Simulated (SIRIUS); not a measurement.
Input of a SIRIUS 7.10.0 run:

sirius.json

```json
{
  "control": {
    "processing_unit": "cpu",
    "verbosity": 2,
    "num_bands_to_print": 21,
    "print_forces": true,
    "print_stress": true
  },
  "parameters": {
    "electronic_structure_method": "pseudopotential",
    "xc_functionals": ["XC_GGA_X_PBE_SOL", "XC_GGA_C_PBE_SOL"],
    "gk_cutoff": 9.2,
    "pw_cutoff": 18.4,
    "ngridk": [9, 9, 9],
    "shiftk": [0, 0, 0],
    "smearing": "fermi_dirac",
    "smearing_width": 0.0018374661,
    "num_bands": 21,
    "num_mag_dims": 0,
    "num_dft_iter": 100,
    "energy_tol": 1e-08,
    "density_tol": 1e-06
  },
  "iterative_solver": {
    "type": "davidson",
    "min_tolerance": 1e-09,
    "tolerance_scale": [0.1, 0.25]
  },
  "mixer": {
    "type": "anderson",
    "beta": 0.7,
    "max_history": 8
  },
  "settings": {
    "tol_ne": 1e-10,
    "pseudo_grid_cutoff": 6.5
  },
  "unit_cell": {
    "lattice_vectors": [
      [0.0, 0.707106781187, 0.707106781187],
      [0.707106781187, 0.0, 0.707106781187],
      [0.707106781187, 0.707106781187, 0.0]
    ],
    "lattice_vectors_scale": 7.2210310021,
    "atom_coordinate_units": "lattice",
    "atom_types": ["Zn", "S"],
    "atom_files": {
      "Zn": "Zn.json",
      "S": "S.json"
    },
    "atoms": {
      "Zn": [
        [0.75, 0.75, 0.75]
      ],
      "S": [
        [0.0, 0.0, 0.0]
      ]
    }
  }
}
```

Potentials or basis: PseudoDojo 0.4.1 PBEsol standard (scalar relativistic).

Run with:

```sh
$ upf_to_json Zn.upf
$ upf_to_json S.upf
$ OMP_NUM_THREADS=1 sirius.scf --input=sirius.json --output=out.json --task=0
```

Q: Predict the band gap on the k mesh.

A: 1.98 eV.

Q: Predict the pressure.

A: -2.0 GPa.

Caveat: an odd mesh through Γ misses points on the zone boundary, where band edges often lie.

The gap isn't set beside the measured one, since this odd mesh misses points on the zone boundary.
